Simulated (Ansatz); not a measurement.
# Sn: a faulty run and its cure

Intended: Sn, PBE, plane waves and PAW in Ansatz. The input:

```yaml
crystal:
  lattice:
    - [-1.59075, 1.59075, 2.91565]
    - [1.59075, -1.59075, 2.91565]
    - [1.59075, 1.59075, -2.91565]
  atoms:
    - { symbol: Sn, position: [0.0, 0.0, 0.0] }
basis:
  ecutwfc: 420
kpoints:
  mp_grid: { grid: [18, 18, 18] }
hamiltonian:
  xc: pbe
scf:
  occupations: { method: gaussian, width: 0.1 }
output:
  forces: true
  stress: true
  eigenvalues: true
magnetization:
  spin_orbit: true
```

Command:

```bash
ansatz run input.yaml --threads 1 --pin off --max-ram 2560MiB --backend cpu --events-out ev --progress --plain --runs-dir out
```

Output, shortened:

```text
Error: inconsistent input (magnetization.spin_orbit, magnetization.noncollinear): true requires noncollinear: true — spin–orbit coupling acts on 2-spinor wavefunctions; set both flags
```

Problem. Why did this happen?

Solution. The fault is spin-orbit coupling without non-collinear spin. The coupling acts on two-component spinors. The cure is the spin-orbit key removed, as no coupling was intended (to keep it, non-collinear spin must be switched on).

Fix:

```diff
-magnetization:
-  spin_orbit: true
```

Result of the mended run: no gap, a pressure of -1.63 GPa.

Time of the mended run: 10 s on 1 thread of Intel(R) Xeon(R) Processor @ 2.70GHz, on a shared host, peak memory 0.46 GiB.

This form isn't the element's structure at ambient conditions.